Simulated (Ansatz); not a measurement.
Calculated electric field gradients for ZnS at a changed volume

The cell is a Materials Project structure (computed, not necessarily an observed phase), relaxed with PBE at fixed cell and then changed (volume scaled by 1.01).

```xyz
16
Lattice="3.8177 0.0000 0.0000 -1.9089 3.3063 0.0000 0.0000 0.0000 24.9987" Properties=species:S:1:pos:R:3 pbc="T T T"
Zn    0.0000    2.2042    3.1278
Zn    0.0000    0.0000    0.0040
Zn    1.9089    1.1021   15.6254
Zn    1.9089    1.1021   21.8773
Zn    0.0000    0.0000   18.7496
Zn    0.0000    2.2042   12.5013
Zn    0.0000    0.0000    9.3767
Zn    1.9089    1.1021    6.2529
S     1.9089    1.1021    8.5926
S     1.9089    1.1021   17.9636
S     0.0000    2.2042    5.4681
S     0.0000    0.0000   21.0907
S     1.9089    1.1021   24.2191
S     0.0000    0.0000    2.3430
S     0.0000    2.2042   14.8414
S     0.0000    0.0000   11.7166
```

Atom numbers follow the list; atoms alike are taken as one site, whose name carries the number of the first.

Level of theory: DFT, PBE, plane waves and PAW (field gradients read without the response of the frozen cores, which leaves them typically 4 to 6 % off), scalar-relativistic, 420 eV cutoff, Γ-centred 8×8×2 k-points, Fermi–Dirac smearing 0.02 eV (Ansatz 0.2.0).

V_zz is the principal component of the electric field gradient with the largest magnitude, η = (V_xx − V_yy)/V_zz and C_Q = eQV_zz/h. Directions are in the Cartesian axes of the cell vectors above, for the atom listed; none is given where the gradient is under 0.02 or η is above 0.95.

```csv
site,first atom,first shell,V_zz (10²¹ V/m²),η,"direction of V_zz (x, y, z)"
Zn1,1,4 S at 2.34 Å,0.004,0.00,–
Zn2,2,4 S at 2.34 Å,0.042,0.00,0.00 0.00 1.00
Zn3,3,4 S at 2.34 Å,-0.011,0.00,–
Zn4,4,4 S at 2.34 Å,-0.050,0.00,0.00 0.00 1.00
Zn5,5,4 S at 2.34 Å,-0.086,0.00,0.00 0.00 1.00
Zn6,6,4 S at 2.34 Å,<0.005,–,–
Zn8,8,4 S at 2.34 Å,-0.005,0.00,–
S9,9,4 Zn at 2.34 Å,0.085,0.00,0.00 0.00 1.00
S10,10,4 Zn at 2.34 Å,0.13,0.00,0.00 0.00 1.00
S11,11,4 Zn at 2.34 Å,0.094,0.00,0.00 0.00 1.00
S12,12,4 Zn at 2.34 Å,0.29,0.00,0.00 0.00 1.00
S13,13,4 Zn at 2.34 Å,0.24,0.00,0.00 0.00 1.00
S16,16,4 Zn at 2.34 Å,0.091,0.00,0.00 0.00 1.00
```

An axis of threefold or higher order runs through Zn1, Zn2, Zn3, Zn4, Zn5 and Zn8 and others, so V_zz lies along it and η is zero.
